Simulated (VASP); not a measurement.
# 2H-MoTe2 monolayer and its bilayer

What are the lattice, gap and band positions of 2H-MoTe2 monolayer, and what does a second sheet change?

Main program and level: VASP 6.6.1; optB86b-vdW, no spin polarisation; plane waves and PAW (Mo, Te), in the first sound run; inputs show where later runs differ.

Report form: the programs' logs are mostly left out.

## (1) Set-up

The cell holds 3 atoms: 1 Mo and 2 Te. Cell: a = 3.550 Å, b = 3.550 Å, c = 22.000 Å, α = 90.0°, β = 90.0°, γ = 120.0°. Vacuum lies along c.

Coordinates:

```
Mo Te
1.0
     3.55000    0.00000    0.00000
    -1.77500    3.07439    0.00000
     0.00000    0.00000   22.00000
Mo Te
1 2
Cartesian
  0.0000 2.0496 11.0000
  1.7750 1.0248 9.1950
  1.7750 1.0248 12.8050
```

## (2) Relaxing the monolayer

The sheet's cell relaxes in its plane with the atoms, while the vacuum is kept.

The input, INCAR:

```
SYSTEM = Te2Mo
PREC = Normal
ENCUT = 350
EDIFF = 1E-06
NELM = 120
ISMEAR = 0
SIGMA = 0.03
LREAL = .FALSE.
ALGO = Normal
GGA = MK
AGGAC = 0
LUSE_VDW = .TRUE.
PARAM1 = 0.1234
PARAM2 = 1
LASPH = .TRUE.
NBANDS = 15
LORBIT = 11
LWAVE = .FALSE.
LCHARG = .FALSE.
KPAR = 4
IBRION = 2
NSW = 50
ISIF = 3
EDIFFG = -0.015
POTIM = 0.4
IDIPOL = 3
LDIPOL = .TRUE.
DIPOL = 0.5 0.5 0.5
LATTICE_CONSTRAINTS = .TRUE. .TRUE. .FALSE.
```

The input, POSCAR:

```
Te2Mo
1.0
    3.5500000000      0.0000000000      0.0000000000
   -1.7750000000      3.0743901834      0.0000000000
    0.0000000000      0.0000000000     22.0000000000
Mo Te
1 2
Direct
    0.3333333333      0.6666666667      0.5000000000
    0.6666666667      0.3333333333      0.4179545455
    0.6666666667      0.3333333333      0.5820454545
```

The input, KPOINTS:

```
Automatic mesh
0
Gamma
12 12 1
0 0 0
```

The projector-augmented-wave data sets are Mo and Te (PBE family, release 64).

The run is started by

```console
> mpirun -np 4 vasp_std
```

Elapsed: 2.6 min, on 4 MPI ranks of Intel Xeon 6975P-C (Granite Rapids), shared host; peak memory 1.5 GiB; 10 min of CPU time.

This run has no spin polarisation, although Mo can carry a moment. The gap is read on the k-mesh alone, so it is an upper bound where the band edges lie off the mesh. The PAW data sets were made with PBE, which is usual practice but a small mismatch for other functionals. The data set Mo keeps the semicore shell frozen, which is cheaper and a little less accurate. The run keeps the 12 symmetry operations of its start, so it cannot find a distortion of lower symmetry.

Step by step:

| step | energy less that of the first step (eV) | largest force (eV/Å) | pressure (GPa) | volume (Å³) |
| --- | --- | --- | --- | --- |
| 1 | 0.0000 | 0.0383 | -0.33 | 240.11 |
| 2 | -0.0038 | 0.1374 | 0.19 | 236.08 |
| 3 | -0.0043 | 0.0940 | 0.06 | 237.06 |
| 4 | -0.0048 | 0.0600 | 0.03 | 236.73 |
| 5 | -0.0051 | 0.0019 | -0.01 | 236.16 |

| cell as run | before | after | change |
| --- | --- | --- | --- |
| a (Å) | 3.550 | 3.521 | -0.8 % |
| b (Å) | 3.550 | 3.521 | -0.8 % |

Final coordinates:

```xyz
3
Lattice="3.5207 0.0000 0.0000 -1.7604 3.0490 0.0000 0.0000 0.0000 22.0000" Properties=species:S:1:pos:R:3
Mo    0.0000    2.0327   11.0000
Te    1.7604    1.0163    9.1870
Te    1.7604    1.0163   12.8130
```

Numbers from this step:

* electronic cycles: 51
* electrons: 18
* free energy (TOTEN): -11.91 eV
* Fermi energy: -1.128 eV
* metallic: no
* dipole moment: 0, 0, 0 e·Å
* gap on the k-mesh: 1.138 eV
* least direct gap on the k-mesh: 1.138 eV

The run ended after 5 ionic steps, 0.005 eV below its first step, once forces and stress met EDIFFG = -0.015.

## (3) A second relaxation

The plane waves were chosen for the start cell, so the relaxation is repeated from its end.

INCAR, as its differences from that of step 2:

```diff
@@ -21,3 +21,3 @@
 IBRION = 2
-NSW = 50
+NSW = 30
 ISIF = 3
```

The input, POSCAR:

```
Te2Mo
1.0
    3.5207101148      0.0000000000      0.0000000000
   -1.7603550574      3.0490243988      0.0000000000
    0.0000000000      0.0000000000     22.0000000000
Mo Te
1 2
Direct
    0.3333333333      0.6666666667      0.5000000000
    0.6666666667      0.3333333333      0.4175887690
    0.6666666667      0.3333333333      0.5824112310
```

KPOINTS is that of step 2.

The run is started by

```console
> mpirun -np 4 vasp_std
```

Run time: 54 s. Hardware: 4 MPI ranks; peak memory 1.5 GiB.

Little changed from the start: no atom moved by 0.005 Å and no cell edge by 0.1 %.

Numbers from this step:

```yaml
electronic_cycles: 21
fermi_energy: -1.125 eV
```

The start already met the threshold, so nothing moved.

## (4) Potential and states of the slab

A static run writes the electrostatic potential without exchange and correlation (LVHAR), which is flat in the vacuum and gives the level to count from. The dipole correction cancels the field that unlike faces would set up across the vacuum.

The input, INCAR:

```
SYSTEM = Te2Mo
PREC = Normal
ENCUT = 350
EDIFF = 1E-06
NELM = 120
ISMEAR = 0
SIGMA = 0.03
LREAL = .FALSE.
ALGO = Fast
GGA = MK
AGGAC = 0
LUSE_VDW = .TRUE.
PARAM1 = 0.1234
PARAM2 = 1
LASPH = .TRUE.
NBANDS = 15
LORBIT = 11
LWAVE = .FALSE.
LCHARG = .TRUE.
IDIPOL = 3
LDIPOL = .TRUE.
DIPOL = 0.5 0.5 0.5
LVHAR = .TRUE.
LVACPOTAV = .TRUE.
NEDOS = 1500
LELF = .TRUE.
```

POSCAR is that of step 3.

KPOINTS is that of step 3.

The input, KPOINTS_OPT:

```
Line mode
14
Line-mode
Reciprocal
  0.00000000   0.00000000   0.00000000 GAMMA
  0.50000000   0.00000000   0.00000000 M

  0.50000000   0.00000000   0.00000000 M
  0.33333333   0.33333333   0.00000000 K

  0.33333333   0.33333333   0.00000000 K
  0.00000000   0.00000000   0.00000000 GAMMA
```

The run is started by

```console
> mpirun -np 4 vasp_std
```

Wall time 25 s (4 MPI ranks); peak memory 0.94 GiB; 93 s of CPU time.

Numbers from this step:

```yaml
electronic_cycles: 19
fermi_energy: -1.177 eV
least_gap_on_mesh_and_path: 1.138 eV
least_direct_gap_on_mesh_and_path: 1.138 eV
vacuum_levels: 3.729, 3.729 eV
ionisation_potentials_of_the_upper_and_lower_face: 5.042, 5.042 eV
electron_affinities_of_the_upper_and_lower_face: 3.904, 3.904 eV
```

Electronic bands along the path, in eV, zero at the valence-band top; v1 is the highest filled band, c1 the lowest empty one:

| point | v4 | v3 | v2 | v1 | c1 | c2 | c3 | c4 |
| --- | --- | --- | --- | --- | --- | --- | --- | --- |
| Γ | -1.61 | -0.83 | -0.83 | -0.53 | 3.17 | 3.17 | 3.43 | 3.43 |
| 0.46 of the way | -1.56 | -1.07 | -1.05 | -0.75 | 1.55 | 2.18 | 2.32 | 3.52 |
| M | -2.26 | -1.66 | -0.74 | -0.22 | 1.44 | 1.75 | 3.31 | 3.68 |
| 0.46 of the way | -2.63 | -1.92 | -1.63 | -0.18 | 1.43 | 1.99 | 2.52 | 3.64 |
| K | -2.96 | -2.88 | -1.74 | 0.00 | 1.14 | 1.84 | 2.55 | 4.09 |
| 0.46 of the way | -2.58 | -1.60 | -0.89 | -0.51 | 1.24 | 1.80 | 2.01 | 3.44 |
| Γ | -1.61 | -0.83 | -0.83 | -0.53 | 3.17 | 3.17 | 3.43 | 3.43 |

Of the projections kept (Mo, Te), the largest for each band there; the rest of the weight can lie on other orbitals:

| point | v4 | v3 | v2 | v1 | c1 | c2 | c3 | c4 |
| --- | --- | --- | --- | --- | --- | --- | --- | --- |
| Γ | Mo 0.80 | Mo 0.79 | Mo 0.79 | Mo 0.87 | Te 0.74 | Te 0.74 | Te 0.70 | Te 0.70 |
| M | Mo 0.65 | Te 0.58 | Mo 0.75 | Te 0.74 | Mo 0.94 | Mo 0.93 | Mo 0.60 | Mo 0.54 |
| K | Te 0.83 | Te 0.59 | Te 0.51 | Mo 0.89 | Mo 0.94 | Mo 0.78 | Mo 0.84 | Mo 0.67 |
| Γ | Mo 0.80 | Mo 0.79 | Mo 0.79 | Mo 0.87 | Te 0.74 | Te 0.74 | Te 0.70 | Te 0.70 |

Zero at the Fermi level. Planar average of the electrostatic potential against height:

height (Å), planar average of the electrostatic potential (eV) and a bar from the least value:
```
        0        4.9 ##############################
        1        4.9 ##############################
        2        4.9 ##############################
        3        4.9 ##############################
        4        4.9 ##############################
        5        4.9 ##############################
        6        4.9 ##############################
        7        4.7 ##############################
        8        2.4 ###########################
        9      -17.3 
       10       -5.4 ################
       11       -6.0 ###############
       12       -5.4 ################
       13      -17.3 
       14        2.4 ###########################
       15        4.7 ##############################
       16        4.9 ##############################
       17        4.9 ##############################
       18        4.9 ##############################
       19        4.9 ##############################
       20        4.9 ##############################
       21        4.9 ##############################
```

Density of states in the PAW spheres, an atom over height of the layer and energy from the Fermi level.

Ten even steps from '0' (0.00 states/eV) to '9' (1.86 states/eV), each cell a mean:
```
000
000
171
292
262
383
141
252
242
242
343
010
131
232
111
000
000
000
000
000
000
000
```
Columns: height of the layer (Å) from 9.2 to 12.8; rows upwards: energy from the Fermi level (eV) from -7.9 to 0.5.

ELF in the ca plane at fractional y = 0.333, with atoms of Te within 0.2 Å of it. It is the smooth field of the valence electrons, not physical close to the nuclei.

Values, 5 rows by 16 columns, each cell a mean:
```
0.00 0.00 0.01 0.04 0.14 0.64 0.88 0.78 0.53 0.39 0.76 0.86 0.75 0.24 0.03 0.04
0.00 0.00 0.00 0.05 0.27 0.81 0.90 0.62 0.53 0.40 0.64 0.83 0.88 0.41 0.08 0.00
0.00 0.00 0.00 0.04 0.18 0.64 0.88 0.77 0.53 0.39 0.76 0.86 0.75 0.30 0.05 0.00
0.00 0.00 0.00 0.00 0.03 0.14 0.39 0.50 0.26 0.21 0.47 0.43 0.20 0.04 0.04 0.00
0.00 0.00 0.00 0.00 0.01 0.12 0.37 0.48 0.25 0.20 0.46 0.42 0.18 0.02 0.01 0.00
```
Columns run along c (16.0 Å, from fractional 0.10 to 0.82 of the cell), rows up along a (3.5 Å). Atoms in or near the plane, at fractional coordinates: Te at (0.42, 0.67), Te at (0.58, 0.67).

Valence density in the ca plane at fractional y = 0.333, with atoms of Te within 0.2 Å of it. It is the smooth field of the valence electrons, not physical close to the nuclei.

Ten even steps from '0' (-0.27 e/Å³) to '9' (0.54 e/Å³), each cell a mean:
```
33333333333333334689998666689998643333333333
33333333333333345897699755699679954333333333
33333333333333346971069755796007964333333333
33333333333333346983279755797338964333333333
33333333333333345799998655689999754333333333
33333333333333334568887666678887543333333333
33333333333333333445566666666554433333333333
33333333333333333445555677655554433333333333
33333333333333333456666666666665443333333333
```
Columns run along c (16.0 Å, from fractional 0.10 to 0.82 of the cell), rows up along a (3.5 Å). Atoms in or near the plane, at fractional coordinates: Te at (0.42, 0.67), Te at (0.58, 0.67).

The map of layer states is cut here 0.5 eV above the Fermi level, so it leaves out the states above that.

The vacuum level lies 5.04 eV above the highest filled level at the upper face; both faces agree, as the slab has next to no dipole.

The program found no field-free point at its default tolerance, but its printed level agrees with the flat part of the planar average.

## (5) The slab in a field, field -0.1

A field across the slab, with the atoms held, gives the electronic response: the dipole changes linearly with the field, and the energy has a linear term from the slab's own dipole and a quadratic one from its polarisability.

INCAR, as its differences from that of step 4:

```diff
@@ -18,3 +18,4 @@
 LWAVE = .FALSE.
-LCHARG = .TRUE.
+LCHARG = .FALSE.
+KPAR = 4
 IDIPOL = 3
@@ -22,5 +23,2 @@
 DIPOL = 0.5 0.5 0.5
-LVHAR = .TRUE.
-LVACPOTAV = .TRUE.
-NEDOS = 1500
-LELF = .TRUE.
+EFIELD = -0.1
```

POSCAR is that of step 4.

KPOINTS is that of step 4.

The run is started by

```console
> mpirun -np 4 vasp_std
```

Run time: 43 s. Hardware: 4 MPI ranks; peak memory 1.5 GiB; 2.8 min of CPU time.

Numbers from this step:

| Item | Value |
| --- | --- |
| electronic cycles | 21 |
| dipole moment | 0, 0, -0.03763 e·Å |

VASP counts the dipole in electrons times Å, so a positive number points the physical dipole along −c. A positive EFIELD is likewise a physical field along −c.

Energy at zero smearing: -11.91250 eV.

## (6) The slab in a field, field 0.1

INCAR, as its differences from that of step 5:

```diff
@@ -23,2 +23,2 @@
 DIPOL = 0.5 0.5 0.5
-EFIELD = -0.1
+EFIELD = 0.1
```

POSCAR is that of step 5.

KPOINTS is that of step 5.

The run is started by

```console
> mpirun -np 4 vasp_std
```

The job ended after 53 s (4 MPI ranks; peak memory 1.5 GiB; 3.4 min of CPU time).

This step gave:

| Property | Result |
| --- | --- |
| Fermi energy | -1.155 eV |
| dipole moment | 0, 0, 0.03763 e·Å |

Energy at zero smearing: -11.91250 eV.

## (7) With spin-orbit coupling

This step: optB86b-vdW, spin-orbit coupling, no spin polarisation; plane waves and PAW (Mo, Te) (VASP 6.6.1).

For heavy elements spin-orbit coupling shifts the highest filled levels.

INCAR, as its differences from that of step 6:

```diff
@@ -15,4 +15,8 @@
 LASPH = .TRUE.
-NBANDS = 15
-LORBIT = 11
+LNONCOLLINEAR = .TRUE.
+MAGMOM = 0 0 0 0 0 0 0 0 0
+NBANDS = 30
+GGA_COMPAT = .FALSE.
+LSORBIT = .TRUE.
+LMAXMIX = 4
 LWAVE = .FALSE.
@@ -23,2 +27 @@
 DIPOL = 0.5 0.5 0.5
-EFIELD = 0.1
```

POSCAR is that of step 6.

KPOINTS is that of step 6.

KPOINTS_OPT is that of step 4.

The run is started by

```console
> mpirun -np 4 vasp_ncl
```

The job ended after 2.8 min (4 MPI ranks; peak memory 2.7 GiB).

This step gave:

| Item | Value |
| --- | --- |
| free energy (TOTEN) | -12.13 eV |
| Fermi energy | -1.056 eV |
| least gap on mesh and path | 1.005 eV |
| least direct gap on mesh and path | 1.005 eV |
| dipole moment | 0, 0, 0 e·Å |

On-site spin-orbit energy by atom:

| atom | on-site spin-orbit energy (eV) |
| --- | --- |
| Mo1 | -0.035 |
| Te2 | -0.202 |
| Te3 | -0.202 |

The electronic bands at the labelled points (eV, zero at the valence-band top; v1 is the highest filled band, c1 the lowest empty one):

| point | v4 | v3 | v2 | v1 | c1 | c2 | c3 | c4 |
| --- | --- | --- | --- | --- | --- | --- | --- | --- |
| Γ | -0.83 | -0.83 | -0.60 | -0.60 | 2.72 | 2.72 | 3.00 | 3.00 |
| 0.46 of the way | -1.04 | -1.04 | -0.83 | -0.83 | 1.43 | 1.43 | 2.03 | 2.03 |
| M | -0.86 | -0.86 | -0.32 | -0.32 | 1.32 | 1.32 | 1.65 | 1.65 |
| 0.46 of the way | -1.68 | -1.67 | -0.38 | -0.20 | 1.32 | 1.32 | 1.81 | 1.92 |
| K | -1.87 | -1.84 | -0.22 | 0.00 | 1.00 | 1.04 | 1.70 | 1.77 |
| 0.46 of the way | -1.20 | -0.89 | -0.63 | -0.52 | 1.10 | 1.15 | 1.65 | 1.73 |
| Γ | -0.83 | -0.83 | -0.60 | -0.60 | 2.72 | 2.72 | 3.00 | 3.00 |

The path shows a direct gap of 1.00 eV (valence top at K, conduction bottom at K).

## (8) A rigid stacking

This step: optB86b-vdW, no spin polarisation; plane waves and PAW (Mo, Te) (VASP 6.6.1).

System of this step: bilayer of 2H-MoTe2 monolayer. The cell holds 6 atoms: 2 Mo and 4 Te. Its edges and angles: a = 3.521 Å, b = 3.521 Å, c = 27.352 Å, α = 90.0°, β = 90.0°, γ = 120.0°. upper sheet same orientation, shifted by (0.00, 0.00). Vacuum lies along c.

Two rigid sheets are set at a typed distance in several high-symmetry stackings, to find where to start. The upper sheet is shifted or turned in the plane and never flipped over.

The input, INCAR:

```
SYSTEM = Te2Mo
PREC = Normal
ENCUT = 350
EDIFF = 1E-05
NELM = 120
ISMEAR = 0
SIGMA = 0.03
LREAL = .FALSE.
ALGO = Fast
GGA = MK
AGGAC = 0
LUSE_VDW = .TRUE.
PARAM1 = 0.1234
PARAM2 = 1
LASPH = .TRUE.
NBANDS = 24
LORBIT = 11
LWAVE = .FALSE.
LCHARG = .FALSE.
KPAR = 4
IDIPOL = 3
LDIPOL = .TRUE.
DIPOL = 0.5 0.5 0.5
```

The input, POSCAR:

```
Te2Mo
1.0
    3.5207101148      0.0000000000      0.0000000000
   -1.7603550574      3.0490243988      0.0000000000
    0.0000000000      0.0000000000     27.3521883280
Mo Te
2 4
Direct
    0.3333333300      0.6666666700      0.3770465100
    0.3333333300      0.6666666700      0.6229534900
    0.6666666700      0.3333333300      0.3107612400
    0.6666666700      0.3333333300      0.4433317700
    0.6666666700      0.3333333300      0.5566682300
    0.6666666700      0.3333333300      0.6892387600
```

KPOINTS is that of step 7.

The run is started by

```console
> mpirun -np 4 vasp_std
```

It took 55 s on 4 MPI ranks; peak memory 1.7 GiB; 3.6 min of CPU time.

Numbers from this step:

```
electronic cycles              : 16
electrons                      : 36
free energy (TOTEN)            : -23.41 eV
Fermi energy                   : 1.666 eV
gap on the k-mesh              : 0.3548 eV
least direct gap on the k-mesh : 0.9013 eV
```

Force by atom:

| atom | x (eV/Å) | y (eV/Å) | z (eV/Å) | size |
| --- | --- | --- | --- | --- |
| Mo1 | 0.00 | 0.00 | -0.30 | 0.30 |
| Mo2 | 0.00 | 0.00 | 0.30 | 0.30 |
| Te3 | 0.00 | 0.00 | -0.01 | 0.01 |
| Te4 | 0.00 | 0.00 | -1.50 | 1.50 |
| Te5 | 0.00 | 0.00 | 1.50 | 1.50 |
| Te6 | 0.00 | 0.00 | 0.01 | 0.01 |

Energy at zero smearing: -23.40742 eV.

## (9) A rigid stacking

INCAR is that of step 8.

The input, POSCAR:

```
Te2Mo
1.0
    3.5207101148      0.0000000000      0.0000000000
   -1.7603550574      3.0490243988      0.0000000000
    0.0000000000      0.0000000000     27.3521883280
Mo Te
2 4
Direct
    0.3333333300      0.6666666700      0.3770465100
    0.6666666700      0.3333333300      0.6229534900
    0.6666666700      0.3333333300      0.3107612400
    0.6666666700      0.3333333300      0.4433317700
    0.0000000000      1.0000000000      0.5566682300
    0.0000000000      1.0000000000      0.6892387600
```

KPOINTS is that of step 8.

The run is started by

```console
> mpirun -np 4 vasp_std
```

It took 70 s on 4 MPI ranks; peak memory 1.7 GiB; 4.6 min of CPU time.

Energy at zero smearing: -24.05286 eV.

## (10) A rigid stacking

INCAR is that of step 9.

POSCAR, as its differences from that of step 9:

```diff
@@ -12,3 +12,3 @@
     0.6666666700      0.3333333300      0.4433317700
-    0.0000000000      1.0000000000      0.5566682300
-    0.0000000000      1.0000000000      0.6892387600
+    0.3333333300      0.6666666700      0.5566682300
+    0.3333333300      0.6666666700      0.6892387600
```

KPOINTS is that of step 9.

The run is started by

```console
> mpirun -np 4 vasp_std
```

Wall time 53 s (4 MPI ranks); peak memory 1.7 GiB.

Energy at zero smearing: -24.06920 eV.

## (11) A rigid stacking

INCAR is that of step 10.

The input, POSCAR:

```
Te2Mo
1.0
    3.5207101148      0.0000000000      0.0000000000
   -1.7603550574      3.0490243988      0.0000000000
    0.0000000000      0.0000000000     27.3521883280
Mo Te
2 4
Direct
    0.3333333300      0.6666666700      0.3770465100
    0.0000000000      1.0000000000      0.6229534900
    0.6666666700      0.3333333300      0.3107612400
    0.6666666700      0.3333333300      0.4433317700
    0.6666666700      0.3333333300      0.5566682300
    0.6666666700      0.3333333300      0.6892387600
```

KPOINTS is that of step 10.

The run is started by

```console
> mpirun -np 4 vasp_std
```

The job ended after 55 s (4 MPI ranks; peak memory 1.7 GiB).

Energy at zero smearing: -23.46844 eV.

## (12) A rigid stacking

INCAR is that of step 11.

The input, POSCAR:

```
Te2Mo
1.0
    3.5207101148      0.0000000000      0.0000000000
   -1.7603550574      3.0490243988      0.0000000000
    0.0000000000      0.0000000000     27.3521883280
Mo Te
2 4
Direct
    0.3333333300      0.6666666700      0.3770465100
    0.3333333300      0.6666666700      0.6229534900
    0.6666666700      0.3333333300      0.3107612400
    0.6666666700      0.3333333300      0.4433317700
    1.0000000000      0.0000000000      0.5566682300
    1.0000000000      0.0000000000      0.6892387600
```

KPOINTS is that of step 11.

The run is started by

```console
> mpirun -np 4 vasp_std
```

The job ended after 57 s (4 MPI ranks; peak memory 1.7 GiB; 3.7 min of CPU time).

Energy at zero smearing: -23.99681 eV.

(Continued in part 2 of 2.)

[Lines on the potential files, build, host, timing and source positions are cut from VASP's logs without a mark.]

[Logs are printed without paths, hosts, clocks, repeated set-up lines and the standing remarks that a program may print on its own settings, such as how far it seeks lower states.]

[Hosts, paths, dates, database ids (printed as entryN), source tags and the programs' standing remarks are cut or masked in the printed files.]

[Runs that stopped without an error message from VASP are left out.]
